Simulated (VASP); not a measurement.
Input of a VASP 6.6.1 run:

The input INCAR:

```
SYSTEM = H4O
  PREC = Accurate
  ENCUT = 520
  EDIFF = 1E-7
  ISMEAR = -1
  SIGMA = 0.02
  LREAL = Auto
  LASPH = .True.
  NELM = 80
  ALGO = Fast
  ISIF = 2
  LWAVE = .False.
  LCHARG = .False.
  GGA = PE
  IVDW = 12
  NBANDS = 36
```

File KPOINTS:

```
regular mesh
0
Gamma
  1 1 1
  0 0 0
```

The input POSCAR:

```
H4O
1.0
    6.2144650000      0.0000000000      0.0000000000
    0.0000000000      6.2144650000      0.0000000000
    0.0000000000      0.0000000000      6.2144650000
O H
4 16
Direct
    0.1318053927      0.5689789869      0.7340776720
    0.9029900402      0.1712456342      0.1661285404
    0.0649130697     -0.0011746788      0.5729696764
    0.7712811964      0.8400884066      0.8706622372
    0.1198494158      0.6793344238      0.6221130862
    0.1346374949      0.4332955452      0.6600085446
    0.9925230893      0.2528455788      0.0749058849
    0.8661244371      0.0348541669      0.0990592111
   -0.0706416401     -0.0044895256      0.6528800146
    0.0252153645      0.0644303251      0.4386701027
    0.6403930185      0.7528886236      0.8777585842
    0.8969396400      0.7419303190      0.8493249218
    0.1655331553      0.5529357716      0.1776178641
    0.1373408652      0.5687697976      0.2899203713
    0.6451882825      0.7109702927      0.3396752576
    0.7407878232      0.6751184535      0.3964460336
    0.4125053404      0.0985281919      0.1140725710
    0.3294571616      0.1662250894      0.0675198911
    0.6246072671      0.3683502924      0.7796648625
    0.6031251282      0.4334242771      0.6813458600
```

Potentials or basis: VASP PAW PBE potentials, release 64 (O, H).

Command:

```console
$ cat potpaw_PBE.64/O/POTCAR potpaw_PBE.64/H/POTCAR > POTCAR
$ mpirun -np 1 vasp_gam > vasp.out
```

Predict the largest force.

2.077 eV/Å.

Estimate the band gap on the k mesh.

6.40 eV, direct.

Predict the dispersion energy per atom.

-0.024 eV.

Stress tensor (GPa, compression positive):
```
-0.27  0.18 -0.19
 0.18  0.28 -0.45
-0.19 -0.45  1.19
```

Expect the measured gap to be larger: semilocal functionals such as PBE lack the derivative discontinuity.
